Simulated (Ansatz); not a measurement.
## Carrier properties of ZnTe under load (space group I-4m2)

Input:

```
ZnTe
1.0
    0.00000     3.13589     2.91464
    3.13589     0.00000     2.91464
    3.13589     3.13589     0.00000
Zn Te
1 1
Direct
  0.50000   0.50000   0.50000
  0.25000   0.25000   0.25000
```

Level of theory: PBEsol with spin-orbit coupling, rigid bands (plane waves, PAW; Ansatz, a first-principles code). Condition of this run: biaxial stress xx = yy = -2 GPa (compression positive) (the target of the relaxation). How the cell was made: cell and atoms relaxed with PBEsol, then loaded as said.

The band gap is 0.71 eV and the electron conductivity mass (300 K, dilute) comes out as 0.079 (x), 0.079 (y), 0.075 (z) mₑ. The hole conductivity mass (300 K, dilute) comes out as 0.45 (x), 0.45 (y), 0.173 (z) mₑ and the effective density of states N_c (300 K) is 4.9e17 cm⁻³. The effective density of states N_v (300 K) is 3.6e18 cm⁻³ and the density-of-states mass, electrons is 0.072 mₑ. The density-of-states mass, holes comes out as 0.27 mₑ, the Seebeck coefficient, n-type 1e19 cm⁻³, 300 K is -53 μV/K and the Seebeck coefficient, p-type 1e19 cm⁻³, 300 K is 182 μV/K. The best p-type power factor at 300 K for τ = 10 fs (best axis; densities from 1e16 to 1e21 cm⁻³ tried, whether or not they can be reached) comes out as 4.7 μW/(cm·K²) at 1e20 cm⁻³.

Rigid bands; masses and Seebeck coefficients take one relaxation time τ for all states and one kind of carrier; polarons and phonon drag are left out.
